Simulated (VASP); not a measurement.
A run of VASP 6.6.1 is set up as follows.

INCAR

```
SYSTEM = MoSe2
PREC = Accurate
ENCUT = 600
EDIFF = 1E-6
ISMEAR = 0
SIGMA = 0.03
LREAL = .FALSE.
LASPH = .TRUE.
NELM = 80
ALGO = Normal
ISIF = 3
LWAVE = .FALSE.
LCHARG = .FALSE.
GGA = MK
LUSE_VDW = .TRUE.
AGGAC = 0.0
PARAM1 = 0.1234
PARAM2 = 0.711357
ZAB_VDW = -1.8867
IBRION = 2
NSW = 90
EDIFFG = -0.01
KPAR = 2
```

The input KPOINTS:

```
Automatic mesh
0
G
  9 9 2
  0 0 0
```

File POSCAR:

```
MoSe2
1.0
    3.2880000000      0.0000000000      0.0000000000
   -1.6440000000      2.8474915276      0.0000000000
    0.0000000000      0.0000000000     12.9000000000
Mo Se
2 4
Direct
    0.3333333333      0.6666666667      0.2500000000
    0.6666666667      0.3333333333      0.7500000000
    0.3333333333      0.6666666667      0.6250000000
    0.6666666667      0.3333333333      0.1250000000
    0.3333333333      0.6666666667      0.8750000000
    0.6666666667      0.3333333333      0.3750000000
```

Potentials or basis: VASP PAW PBE potentials, release 64 (Mo_sv, Se).

Run with:

```console
$ cat potpaw_PBE.64/Mo_sv/POTCAR potpaw_PBE.64/Se/POTCAR > POTCAR
$ mpirun -np 2 vasp_std > vasp.out
```

(1) Estimate the band gap on the k mesh.

(2) What does it give for the relaxed volume?

Results:

(1) 0.91 eV, indirect (least direct gap 1.41 eV).

(2) 20.53 Å³/atom.

Caveat: the PAW data sets were made with another functional, which shifts forces and pressure a little; an odd mesh through Γ misses points on the zone boundary, where band edges often lie.
